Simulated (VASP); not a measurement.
# DyScO3 (Pnma) in VASP: phonons with PBEsol

Aim: the phonons of DyScO3 with PBEsol.

Everything below comes from runs of VASP 6.6.1. Logs are shortened: lines on timing, memory, paths and dates and some standing lists are left out, and cuts for length are marked.

## Step 1: Starting point

The structure is orthorhombic, space group Pnma (No. 62). Conventional cell: a = 5.690 Å, b = 7.864 Å, c = 5.385 Å, α = 90.00°, β = 90.00°, γ = 90.00°. Dy (site symmetry m) is surrounded by 6 O at 2.21 to 2.52 Å. Around Sc (site symmetry -1) lie 6 O at 2.07 to 2.11 Å. Around O (site symmetry 1) lie 2 Sc at 2.07 to 2.09 Å and 1 Dy at 2.24 Å. O (site symmetry m) has 2 Sc at 2.11 Å and 2 Dy at 2.21 to 2.31 Å as nearest neighbours.

The cell was built by a generator and needn't be a form met in nature.

## Step 2: Phonons, PBEsol

The input, POSCAR:

```
DyScO3
1.0
    5.6899680000      0.0000000000      0.0000000000
    0.0000000000      7.8638720000      0.0000000000
    0.0000000000      0.0000000000      5.3852240000
Dy Sc O
4 4 12
Direct
    0.9354470000      0.2500000000      0.0207660000
    0.0645530000      0.7500000000      0.9792340000
    0.5645530000      0.7500000000      0.5207660000
    0.4354470000      0.2500000000      0.4792340000
    0.5000000000      0.0000000000      1.0000000000
    0.5000000000      0.5000000000      1.0000000000
    0.0000000000      0.0000000000      0.5000000000
    0.0000000000      0.5000000000      0.5000000000
    0.3065150000      0.9315520000      0.6904290000
    0.6934850000      0.4315520000      0.3095710000
    0.1934850000      0.0684480000      0.1904290000
    0.8065150000      0.5684480000      0.8095710000
    0.6934850000      0.0684480000      0.3095710000
    0.3065150000      0.5684480000      0.6904290000
    0.8065150000      0.9315520000      0.8095710000
    0.1934850000      0.4315520000      0.1904290000
    0.5563980000      0.2500000000      0.8689340000
    0.4436020000      0.7500000000      0.1310660000
    0.9436020000      0.7500000000      0.3689340000
    0.0563980000      0.2500000000      0.6310660000
```

The input, INCAR.step1:

```
SYSTEM = DyScO3
PREC = Accurate
ENCUT = 600
EDIFF = 1E-8
ISMEAR = 0
SIGMA = 0.05
LREAL = .FALSE.
LASPH = .TRUE.
NELM = 150
ALGO = Normal
ISIF = 3
LWAVE = .FALSE.
LCHARG = .FALSE.
GGA = PS
IBRION = 2
NSW = 40
EDIFFG = -0.002
```

The input, INCAR.step2:

```
SYSTEM = DyScO3
PREC = Accurate
ENCUT = 600
EDIFF = 1E-8
ISMEAR = 0
SIGMA = 0.05
LREAL = .FALSE.
LASPH = .TRUE.
NELM = 150
ALGO = Normal
ISIF = 2
LWAVE = .FALSE.
LCHARG = .FALSE.
GGA = PS
IBRION = 8
NSW = 1
LEPSILON = .TRUE.
```

The input, KPOINTS:

```
Automatic mesh
0
G
  3 2 3
  0 0 0
```

Potentials or basis: VASP PAW PBE potentials, release 64 (Dy_3, Sc_sv, O), 4f in core.

Run with:

```sh
$ cat potpaw_PBE.64/Dy_3/POTCAR potpaw_PBE.64/Sc_sv/POTCAR potpaw_PBE.64/O/POTCAR > POTCAR
$ cp INCAR.step1 INCAR
$ mpirun -np 1 vasp_std > vasp.out
$ cp CONTCAR POSCAR
$ cp INCAR.step2 INCAR
$ mpirun -np 1 vasp_std > vasp.out
```

OUTCAR:

```text
SYSTEM = DyScO3
   PREC = Accurate
   ENCUT = 600
   EDIFF = 1E-8
   ISMEAR = 0
   LREAL = .FALSE.
   LASPH = .TRUE.
   NELM = 150
   ISIF = 2
   GGA = PS
   IBRION = 8
   NSW = 1
   LEPSILON = .TRUE.

 ion  position               nearest neighbor table
   1  0.936  0.250  0.021-  20 2.21  16 2.24  11 2.24  17 2.31  13 2.52  10 2.52  15 2.85  12 2.85
                             5 3.17   6 3.17   7 3.27   8 3.27   7 3.45   8 3.45   4 3.77   4 3.77
   2  0.064  0.750  0.979-  19 2.21  15 2.24  12 2.24  18 2.31  14 2.52   9 2.52  11 2.85  16 2.85
                             5 3.17   6 3.17   7 3.27   8 3.27   7 3.45   8 3.45   3 3.77   3 3.77
   3  0.564  0.750  0.521-  18 2.21  14 2.24   9 2.24  19 2.31  12 2.52  15 2.52  10 2.85  13 2.85
                             7 3.17   8 3.17   5 3.27   6 3.27   5 3.45   6 3.45   2 3.77   2 3.77
   4  0.436  0.250  0.479-  17 2.21  13 2.24  10 2.24  20 2.31  11 2.52  16 2.52  14 2.85   9 2.85
                             7 3.17   8 3.17   5 3.27   6 3.27   5 3.45   6 3.45   1 3.77   1 3.77
   5  0.500  0.000  0.000-   9 2.07  13 2.07  11 2.09  15 2.09  17 2.11  18 2.11   1 3.17   2 3.17
                             3 3.27   4 3.27   3 3.45   4 3.45
   6  0.500  0.500  0.000-  10 2.07  14 2.07  12 2.09  16 2.09  17 2.11  18 2.11   1 3.17   2 3.17
                             3 3.27   4 3.27   3 3.45   4 3.45
   7  0.000  0.000  0.500-  11 2.07  15 2.07  13 2.09   9 2.09  19 2.11  20 2.11   3 3.17   4 3.17
                             1 3.27   2 3.27   1 3.45   2 3.45
   8  0.000  0.500  0.500-  12 2.07  16 2.07  14 2.09  10 2.09  19 2.11  20 2.11   3 3.17   4 3.17
[... 1239 lines left out ...]
 17X     1.125451    0.000000    0.436190   -0.454042    0.000000   -0.070743    0.435243    0.000000    0.053834    1.266145    0.000000    1.272746    1.072345    0.266293    0.132300    1.072345   -0.266293    0.132300   -0.530294    0.117058    0.142461   -0.530294   -0.117058    0.142461    0.217674    0.493401    0.234215   -0.364559    0.271340    0.425447    1.224450   -0.200683   -0.116124    0.243199    0.792381   -0.100982   -0.364559   -0.271340    0.425447    0.217674   -0.493401    0.234215    0.243199   -0.792381   -0.100982    1.224450    0.200683   -0.116124   -8.179136    0.000000   -2.583961    0.239982    0.000000   -0.202412    0.084477    0.000000   -0.045159    1.756249    0.000000   -0.295128
 17Y     0.000000    2.183467    0.000000    0.000000   -1.144946    0.000000    0.000000   -1.291628    0.000000    0.000000    2.238803    0.000000   -0.051084    1.724963   -0.154833    0.051084    1.724963    0.154833    0.217846    0.046161   -0.321485   -0.217846    0.046161    0.321485    0.666877    1.145007    0.642684    0.398150    0.011211    0.987024    0.713656   -0.347161   -0.436376    1.211132    1.623195   -0.290213   -0.398150    0.011211   -0.987024   -0.666877    1.145007   -0.642684   -1.211132    1.623195    0.290213   -0.713656   -0.347161    0.436376    0.000000  -13.536077    0.000000    0.000000    3.278927    0.000000    0.000000    0.612975    0.000000    0.000000   -0.748274    0.000000
 17Z     0.541249    0.000000    1.007976    0.079612    0.000000    0.241867    0.119579    0.000000   -0.359235    1.429183    0.000000    2.721588    0.070050   -0.667024    1.236139    0.070050    0.667024    1.236139   -0.204349   -0.338065   -0.424837   -0.204349    0.338065   -0.424837    0.144200    0.483375   -0.134064    0.134101    0.338870    1.881260   -0.038120   -0.039510    0.904235    0.034385   -0.226679   -0.201093    0.134101   -0.338870    1.881260    0.144200   -0.483375   -0.134064    0.034385    0.226679   -0.201093   -0.038120    0.039510    0.904235   -2.583291    0.000000  -10.532110   -0.206017    0.000000    0.442033    0.046349    0.000000    0.039295    0.292799    0.000000   -0.084696
 18X    -0.454042    0.000000   -0.070743    1.125451    0.000000    0.436190    1.266145    0.000000    1.272746    0.435243    0.000000    0.053834    1.072345    0.266293    0.132300    1.072345   -0.266293    0.132300   -0.530294    0.117058    0.142461   -0.530294   -0.117058    0.142461   -0.364559   -0.271340    0.425447    0.217674   -0.493401    0.234215    0.243199   -0.792381   -0.100982    1.224450    0.200683   -0.116124    0.217674    0.493401    0.234215   -0.364559    0.271340    0.425447    1.224450   -0.200683   -0.116124    0.243199    0.792381   -0.100982    0.239982    0.000000   -0.202412   -8.179136    0.000000   -2.583961    1.756249    0.000000   -0.295128    0.084477    0.000000   -0.045159
 18Y     0.000000   -1.144946    0.000000    0.000000    2.183467    0.000000    0.000000    2.238803    0.000000    0.000000   -1.291628    0.000000   -0.051084    1.724963   -0.154833    0.051084    1.724963    0.154833    0.217846    0.046161   -0.321485   -0.217846    0.046161    0.321485   -0.398150    0.011211   -0.987024   -0.666877    1.145007   -0.642684   -1.211132    1.623195    0.290213   -0.713656   -0.347161    0.436376    0.666877    1.145007    0.642684    0.398150    0.011211    0.987024    0.713656   -0.347161   -0.436376    1.211132    1.623195   -0.290213    0.000000    3.278927    0.000000    0.000000  -13.536077    0.000000    0.000000   -0.748274    0.000000    0.000000    0.612975    0.000000
 18Z     0.079612    0.000000    0.241867    0.541249    0.000000    1.007976    1.429183    0.000000    2.721588    0.119579    0.000000   -0.359235    0.070050   -0.667024    1.236139    0.070050    0.667024    1.236139   -0.204349   -0.338065   -0.424837   -0.204349    0.338065   -0.424837    0.134101   -0.338870    1.881260    0.144200   -0.483375   -0.134064    0.034385    0.226679   -0.201093   -0.038120    0.039510    0.904235    0.144200    0.483375   -0.134064    0.134101    0.338870    1.881260   -0.038120   -0.039510    0.904235    0.034385   -0.226679   -0.201093   -0.206017    0.000000    0.442033   -2.583291    0.000000  -10.532110    0.292799    0.000000   -0.084696    0.046349    0.000000    0.039295
 19X     0.435243    0.000000   -0.053834    1.266145    0.000000   -1.272746    1.125451    0.000000   -0.436190   -0.454042    0.000000    0.070743   -0.530294    0.117058   -0.142461   -0.530294   -0.117058   -0.142461    1.072345    0.266293   -0.132300    1.072345   -0.266293   -0.132300    1.224450   -0.200683    0.116124    0.243199    0.792381    0.100982    0.217674    0.493401   -0.234215   -0.364559    0.271340   -0.425447    0.243199   -0.792381    0.100982    1.224450    0.200683    0.116124   -0.364559   -0.271340   -0.425447    0.217674   -0.493401   -0.234215    0.084477    0.000000    0.045159    1.756249    0.000000    0.295128   -8.179136    0.000000    2.583961    0.239982    0.000000    0.202412
 19Y     0.000000   -1.291628    0.000000    0.000000    2.238803    0.000000    0.000000    2.183467    0.000000    0.000000   -1.144946    0.000000    0.217846    0.046161    0.321485   -0.217846    0.046161   -0.321485   -0.051084    1.724963    0.154833    0.051084    1.724963   -0.154833    0.713656   -0.347161    0.436376    1.211132    1.623195    0.290213    0.666877    1.145007   -0.642684    0.398150    0.011211   -0.987024   -1.211132    1.623195   -0.290213   -0.713656   -0.347161   -0.436376   -0.398150    0.011211    0.987024   -0.666877    1.145007    0.642684    0.000000    0.612975    0.000000    0.000000   -0.748274    0.000000    0.000000  -13.536077    0.000000    0.000000    3.278927    0.000000
 19Z    -0.119579    0.000000   -0.359235   -1.429183    0.000000    2.721588   -0.541249    0.000000    1.007976   -0.079612    0.000000    0.241867    0.204349    0.338065   -0.424837    0.204349   -0.338065   -0.424837   -0.070050    0.667024    1.236139   -0.070050   -0.667024    1.236139    0.038120    0.039510    0.904235   -0.034385    0.226679   -0.201093   -0.144200   -0.483375   -0.134064   -0.134101   -0.338870    1.881260   -0.034385   -0.226679   -0.201093    0.038120   -0.039510    0.904235   -0.134101    0.338870    1.881260   -0.144200    0.483375   -0.134064   -0.046349    0.000000    0.039295   -0.292799    0.000000   -0.084696    2.583291    0.000000  -10.532110    0.206017    0.000000    0.442033
 20X     1.266145    0.000000   -1.272746    0.435243    0.000000   -0.053834   -0.454042    0.000000    0.070743    1.125451    0.000000   -0.436190   -0.530294    0.117058   -0.142461   -0.530294   -0.117058   -0.142461    1.072345    0.266293   -0.132300    1.072345   -0.266293   -0.132300    0.243199   -0.792381    0.100982    1.224450    0.200683    0.116124   -0.364559   -0.271340   -0.425447    0.217674   -0.493401   -0.234215    1.224450   -0.200683    0.116124    0.243199    0.792381    0.100982    0.217674    0.493401   -0.234215   -0.364559    0.271340   -0.425447    1.756249    0.000000    0.295128    0.084477    0.000000    0.045159    0.239982    0.000000    0.202412   -8.179136    0.000000    2.583961
 20Y     0.000000    2.238803    0.000000    0.000000   -1.291628    0.000000    0.000000   -1.144946    0.000000    0.000000    2.183467    0.000000    0.217846    0.046161    0.321485   -0.217846    0.046161   -0.321485   -0.051084    1.724963    0.154833    0.051084    1.724963   -0.154833   -1.211132    1.623195   -0.290213   -0.713656   -0.347161   -0.436376   -0.398150    0.011211    0.987024   -0.666877    1.145007    0.642684    0.713656   -0.347161    0.436376    1.211132    1.623195    0.290213    0.666877    1.145007   -0.642684    0.398150    0.011211   -0.987024    0.000000   -0.748274    0.000000    0.000000    0.612975    0.000000    0.000000    3.278927    0.000000    0.000000  -13.536077    0.000000
 20Z    -1.429183    0.000000    2.721588   -0.119579    0.000000   -0.359235   -0.079612    0.000000    0.241867   -0.541249    0.000000    1.007976    0.204349    0.338065   -0.424837    0.204349   -0.338065   -0.424837   -0.070050    0.667024    1.236139   -0.070050   -0.667024    1.236139   -0.034385   -0.226679   -0.201093    0.038120   -0.039510    0.904235   -0.134101    0.338870    1.881260   -0.144200    0.483375   -0.134064    0.038120    0.039510    0.904235   -0.034385    0.226679   -0.201093   -0.144200   -0.483375   -0.134064   -0.134101   -0.338870    1.881260   -0.292799    0.000000   -0.084696   -0.046349    0.000000    0.039295    0.206017    0.000000    0.442033    2.583291    0.000000  -10.532110

 Eigenvectors and eigenvalues of the dynamical matrix
   1 f  =   19.824167 THz   124.558917 2PiTHz  661.263043 cm-1    81.986131 meV
   2 f  =   19.740010 THz   124.030143 2PiTHz  658.455869 cm-1    81.638086 meV
   3 f  =   17.885406 THz   112.377320 2PiTHz  596.592928 cm-1    73.968063 meV
   4 f  =   16.549720 THz   103.984960 2PiTHz  552.039253 cm-1    68.444113 meV
   5 f  =   16.138696 THz   101.402417 2PiTHz  538.328950 cm-1    66.744253 meV
   6 f  =   16.123447 THz   101.306606 2PiTHz  537.820306 cm-1    66.681190 meV
[... 31 lines left out ...]
  38 f  =    8.295016 THz    52.119120 2PiTHz  276.691935 cm-1    34.305412 meV
  39 f  =    7.428389 THz    46.673947 2PiTHz  247.784398 cm-1    30.721336 meV

 MACROSCOPIC STATIC DIELECTRIC TENSOR IONIC CONTRIBUTION
 ------------------------------------------------------
          17.455932    -0.000000     0.000000
          -0.000000    28.135128    -0.000000
           0.000000    -0.000000    20.888841
 ------------------------------------------------------

 ELASTIC MODULI CONTR FROM IONIC RELAXATION (kBar)
 Direction    XX          YY          ZZ          XY          YZ          ZX
 --------------------------------------------------------------------------------
 XX        -208.6169    147.4908    169.7790     -0.0000      0.0000      0.0000
 YY         147.4908   -432.9092     30.1034      0.0000     -0.0000     -0.0000
 ZZ         169.7790     30.1034   -587.2745      0.0000     -0.0000     -0.0000
 XY          -0.0000      0.0000      0.0000   -122.2831      0.0000     -0.0000
 YZ           0.0000      0.0000     -0.0000      0.0000   -282.9350      0.0000
 ZX           0.0000     -0.0000     -0.0000     -0.0000     -0.0000   -270.6079
 --------------------------------------------------------------------------------

 PIEZOELECTRIC TENSOR IONIC CONTR  for field in x, y, z        (C/m^2)
          XX          YY          ZZ          XY          YZ          ZX
  --------------------------------------------------------------------------------
  x    -0.00000    -0.00000    -0.00000     0.00000     0.00000    -0.00000
  y    -0.00000    -0.00000     0.00000    -0.00000     0.00000     0.00000
  z     0.00000     0.00000    -0.00000    -0.00000    -0.00000     0.00000
```

Run time: 3 h. Hardware: 1 thread of Intel Xeon 6975P-C (Granite Rapids), shared host; peak memory 1.1 GiB.

What came out:

```
Relaxed volume                                          : 12.06 Å³/atom
Relaxed cell                                            : a = 5.689 Å, b = 7.867 Å, c = 5.387 Å, α = 90.00°, β = 90.00°, γ = 90.00°
Space group after relaxing (to 0.05 Å)                  : Pnma (No. 62)
Electronic dielectric tensor (diagonal)                 : 4.89, 4.64, 4.89
Born charges (mean of the diagonal)                     : Dy +3.82; Sc +4.05; O -2.62, -2.64 e
Highest phonon frequency at Γ, LO-TO splitting left out : 661 cm⁻¹
```

The path:
```csv
step,energy change (eV),largest force (eV/Å),pressure (GPa),volume (Å³)
1,0.0000,0.0092,0.12,240.96
2,0.0000,0.0085,-0.17,241.29
3,-0.0001,0.0085,-0.01,241.10
4,-0.0001,0.0085,-0.05,241.12
5,-0.0001,0.0085,-0.04,241.11
6,-0.0001,0.0085,-0.03,241.10
7,-0.0001,0.0085,-0.02,241.10
8,-0.0001,0.0074,-0.03,241.11
9,-0.0001,0.0070,0.01,241.13
10,-0.0001,0.0068,-0.03,241.12
11,-0.0001,0.0067,-0.03,241.13
12,-0.0001,0.0068,0.06,241.13
13,-0.0001,0.0070,0.01,241.13
14,-0.0002,0.0062,-0.04,241.15
15,-0.0002,0.0060,-0.05,241.16
16,-0.0002,0.0050,0.06,241.07
17,-0.0002,0.0052,0.01,241.09
18,-0.0002,0.0051,0.01,241.09
19,-0.0002,0.0051,0.03,241.08
20,-0.0002,0.0032,0.01,241.09
21,-0.0002,0.0057,0.01,241.10
22,-0.0002,0.0039,-0.02,241.13
23,-0.0002,0.0038,-0.02,241.13
24,-0.0002,0.0015,0.00,241.12
```

Final structure:
```cif
data_structure
_symmetry_space_group_name_H-M 'P 1'
_symmetry_Int_Tables_number 1
_cell_length_a 5.6887
_cell_length_b 7.8674
_cell_length_c 5.3874
_cell_angle_alpha 90.000
_cell_angle_beta 90.000
_cell_angle_gamma 90.000
_cell_volume 241.12
loop_
_atom_site_label
_atom_site_type_symbol
_atom_site_fract_x
_atom_site_fract_y
_atom_site_fract_z
_atom_site_occupancy
Dy1 Dy 0.93590 0.25000 0.02090 1
Dy2 Dy 0.06410 0.75000 0.97910 1
Dy3 Dy 0.56410 0.75000 0.52090 1
Dy4 Dy 0.43590 0.25000 0.47910 1
Sc1 Sc 0.50000 0.00000 0.00000 1
Sc2 Sc 0.50000 0.50000 0.00000 1
Sc3 Sc 0.00000 0.00000 0.50000 1
Sc4 Sc 0.00000 0.50000 0.50000 1
O1 O 0.30615 0.93144 0.69087 1
O2 O 0.69385 0.43144 0.30913 1
O3 O 0.19385 0.06856 0.19087 1
O4 O 0.80615 0.56856 0.80913 1
O5 O 0.69385 0.06856 0.30913 1
O6 O 0.30615 0.56856 0.69087 1
O7 O 0.80615 0.93144 0.80913 1
O8 O 0.19385 0.43144 0.19087 1
O9 O 0.55678 0.25000 0.86888 1
O10 O 0.44322 0.75000 0.13112 1
O11 O 0.94322 0.75000 0.36888 1
O12 O 0.05678 0.25000 0.63112 1
```

Phonon frequencies in cm⁻¹ (negative: imaginary):
```tsv
q point	frequencies
(0.000, 0.000, 0.000)	0 0 0 75 94 100 109 109 110 113 113 123 152 158 167 186 196 214 215 235 243 248 277 280 282 285 297 308 320 331 332 341 343 349 369 378 382 387 390 430 435 438 439 446 459 461 466 468 474 496 496 500 505 511 538 538 552 597 658 661
```

Electronic dielectric tensor:
```
4.89 0.00 0.00
0.00 4.64 0.00
0.00 0.00 4.89
```

Born effective charge tensors (e):
atom 1, Dy
```
4.01 0.00 0.13
0.00 3.43 0.00
0.24 0.00 4.02
```
atom 2, Dy
```
4.01 0.00 0.13
0.00 3.43 0.00
0.24 0.00 4.02
```
atom 3, Dy
```
 4.01  0.00 -0.13
 0.00  3.43  0.00
-0.24  0.00  4.02
```
atom 4, Dy
```
 4.01  0.00 -0.13
 0.00  3.43  0.00
-0.24  0.00  4.02
```
atom 5, Sc
```
 4.15  0.11 -0.09
 0.15  3.94  0.05
-0.20  0.26  4.06
```
atom 6, Sc
```
 4.15 -0.11 -0.09
-0.15  3.94 -0.05
-0.20 -0.26  4.06
```
atom 7, Sc
```
 4.15  0.11  0.09
 0.15  3.94 -0.05
 0.20 -0.26  4.06
```
atom 8, Sc
```
 4.15 -0.11  0.09
-0.15  3.94  0.05
 0.20  0.26  4.06
```
atom 9, O
```
-2.98  0.22 -0.43
 0.24 -2.17 -0.04
-0.40  0.01 -2.70
```
atom 10, O
```
-2.98 -0.22 -0.43
-0.24 -2.17  0.04
-0.40 -0.01 -2.70
```
atom 11, O
```
-2.98  0.22  0.43
 0.24 -2.17  0.04
 0.40 -0.01 -2.70
```
atom 12, O
```
-2.98 -0.22  0.43
-0.24 -2.17 -0.04
 0.40  0.01 -2.70
```
atom 13, O
```
-2.98  0.22 -0.43
 0.24 -2.17 -0.04
-0.40  0.01 -2.70
```
atom 14, O
```
-2.98 -0.22 -0.43
-0.24 -2.17  0.04
-0.40 -0.01 -2.70
```
atom 15, O
```
-2.98  0.22  0.43
 0.24 -2.17  0.04
 0.40 -0.01 -2.70
```
atom 16, O
```
-2.98 -0.22  0.43
-0.24 -2.17 -0.04
 0.40  0.01 -2.70
```
atom 17, O
```
-2.20  0.00 -0.48
 0.00 -3.03  0.00
-0.42  0.00 -2.68
```
atom 18, O
```
-2.20  0.00 -0.48
 0.00 -3.03  0.00
-0.42  0.00 -2.68
```
atom 19, O
```
-2.20  0.00  0.48
 0.00 -3.03  0.00
 0.42  0.00 -2.68
```
atom 20, O
```
-2.20  0.00  0.48
 0.00 -3.03  0.00
 0.42  0.00 -2.68
```

Caveat: the k mesh is coarse (spacing up to 0.40 Å⁻¹), so the values aren't converged; the PAW data sets were made with another functional, which shifts forces and pressure a little; the 4f electrons are frozen in the core as for a trivalent ion, so they carry no moment and show no levels; the run has no spin polarisation, though such a crystal can be magnetic.
